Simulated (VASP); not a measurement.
## Hf: relaxation of cell and atoms with PBEsol

Crystal: Hf.

```
Hf
1.0
     4.96233    0.00000    0.00000
    -2.48116    4.29750    0.00000
     0.00000    0.00000    3.08623
Hf
3
Direct
  0.66667 0.33333 0.50000
  0.33333 0.66667 0.50000
  0.00000 0.00000 0.00000
```

This isn't the form of Hf at room conditions, which is hcp.

| Property | Result |
| --- | --- |
| Program | VASP 6.6.1 |
| Task | relaxation of cell and atoms |
| Functional | PBEsol |
| Potentials or basis | VASP PAW PBE potentials, release 64 (Hf_pv) |
| Cutoff | 520 eV |
| k mesh | 3 × 3 × 4 |
| Occupations | gaussian, width 0.1 eV |
| Spin | no spin polarisation |
| Target pressure | 50 GPa |
| Further INCAR settings | ALGO = Normal; EDIFF = 1e-07; IBRION = 2; EDIFFG = -0.002; NSW = 80; ISIF = 3 |
| Target pressure | 50 GPa |

```json
{
  "Relaxed volume": "16.31 Å³/atom",
  "Relaxed cell": "a = 4.480 Å, b = 4.480 Å, c = 2.814 Å, α = 90.00°, β = 90.00°, γ = 120.00°",
  "Space group after relaxing (to 0.05 Å)": "P6/mmm (No. 191)",
  "Energy change on relaxing (the enthalpy is what falls)": "+610.4 meV/atom",
  "Ionic steps": "11",
  "Pressure after relaxing": "50.0 GPa",
  "Band gap on the k mesh": "none (metal or under the smearing width)"
}
```

Step by step:
| step | energy change (eV) | largest force (eV/Å) | pressure (GPa) | volume (Å³) |
| --- | --- | --- | --- | --- |
| 1 | 0.0000 | 0.0000 | -3.94 | 65.82 |
| 2 | 84.0862 | 0.0000 | 1905.26 | 17.55 |
| 3 | 0.0995 | 0.0000 | 9.76 | 59.15 |
| 4 | 0.4742 | 0.0000 | 21.49 | 55.22 |
| 5 | 2.0130 | 0.0000 | 53.26 | 48.36 |
| 6 | 1.8219 | 0.0000 | 49.78 | 48.95 |
| 7 | 1.8214 | 0.0000 | 49.84 | 48.95 |
| 8 | 1.8202 | 0.0000 | 49.80 | 48.95 |
| 9 | 1.8202 | 0.0000 | 49.80 | 48.95 |
| 10 | 1.8545 | 0.0000 | 50.43 | 48.84 |
| 11 | 1.8313 | 0.0000 | 50.01 | 48.92 |

Final structure:
```
Hf
1.0
     4.48012    0.00000    0.00000
    -2.24006    3.87990    0.00000
     0.00000    0.00000    2.81409
Hf
3
Direct
  0.66667 0.33333 0.50000
  0.33333 0.66667 0.50000
  0.00000 0.00000 0.00000
```

Levels at points of the mesh, in eV from the Fermi level:
```csv
k point,band 11,band 12,band 13,band 14,band 15,band 16,band 17,band 18,band 19
"(0.00, 0.00, 0.00)",-3.69,-0.51,-0.28,-0.28,-0.21,-0.21,1.46,2.70,2.70
"(0.00, 0.00, 0.50)",-3.95,-2.93,-2.70,-2.70,-1.61,1.82,1.82,3.01,3.01
```

It took 57 s on 4 MPI ranks on Intel(R) Xeon(R) Platinum 8375C CPU @ 2.90GHz (Ice Lake), with other jobs on the host, peak memory 0.2 GiB a rank.

Caveat: the k mesh is coarse (spacing up to 0.51 Å⁻¹), so the values aren't converged; the cell is relaxed towards a set pressure, so the enthalpy falls and the energy may rise; the volume moved by over 15 % at a fixed basis, so the end points are rough; the PAW data sets were made with another functional, which shifts forces and pressure a little. Spin-orbit coupling is left out, which matters for the levels of Hf.
